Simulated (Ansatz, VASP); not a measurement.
**One calculation of BiTe, two programs**

The input INCAR:

```
ALGO     = Normal         # electronic algorithm
EDIFF    = 1E-6           # SCF threshold, eV
ENCUT    = 520            # plane-wave cutoff, eV
GGA      = RP             # functional
ISIF     = 2              # what is computed and relaxed
ISMEAR   = 0              # smearing method
LASPH    = True           # aspherical terms in the spheres
LCHARG   = False          # write CHGCAR
LREAL    = False          # projectors in reciprocal space
LWAVE    = False          # write WAVECAR
NBANDS   = 18             # bands
NELM     = 100            # most SCF steps
PREC     = Accurate       # precision mode
SIGMA    = 0.1            # smearing width, eV
```

KPOINTS

```
k-points
0
Gamma
  7 7 7
```

File POSCAR:

```
BiTe
1.0
    4.5749808700      0.0000000000      0.0000000000
    2.2874904350      3.9620496552      0.0000000000
    2.2874904350      1.3206832184      3.7354562382
Bi Te
1 1
Direct
    0.0000000000      0.0000000000      0.0000000000
    0.5000000000      0.5000000000      0.5000000000
```

input.yaml

```yaml
crystal:
  lattice:
    - [4.57498087, 0.0, 0.0]
    - [2.287490435, 3.9620496552, 0.0]
    - [2.287490435, 1.3206832184, 3.7354562382]
  atoms:
    - { symbol: Bi, position: [0.0, 0.0, 0.0] }
    - { symbol: Te, position: [0.5, 0.5, 0.5] }
kpoints:
  mp_grid: { grid: [7, 7, 7] }
scf:
  occupations: { method: gaussian, width: 0.1 }
hamiltonian:
  xc: rpbe
  pseudopotentials: { kind: all_electron, lapw: { basis_error: 0.001 } }
output:
  forces: true
  stress: true
  eigenvalues: true
```

Alike in both runs: task single point; functional RPBE; k mesh 7 × 7 × 7; occupations gaussian, width 0.1 eV; no spin polarisation.

|  | VASP | Ansatz |
| --- | --- | --- |
| version | VASP 6.6.1 | Ansatz 0.2.0 |
| potentials or method | VASP PAW PBE potentials, release 64 (Bi_d, Te) | all-electron LAPW, scalar-relativistic |
| plane-wave cutoff (eV) | 520 | see its input |

```csv
,VASP,Ansatz,Ansatz less VASP
gap on the k mesh at the Fermi level (eV),none,none,-
pressure (GPa),2.2,2.3,+0.09
```

A gap of «none» marks a metal or a gap that the smearing closes. Ansatz ran all-electron here, so the differences hold the error of VASP's frozen core and of both bases.

Caveats: spin-orbit coupling is left out, which moves the levels of the heavy elements; the PAW data sets were made with another functional, which shifts forces and pressure a little (VASP).
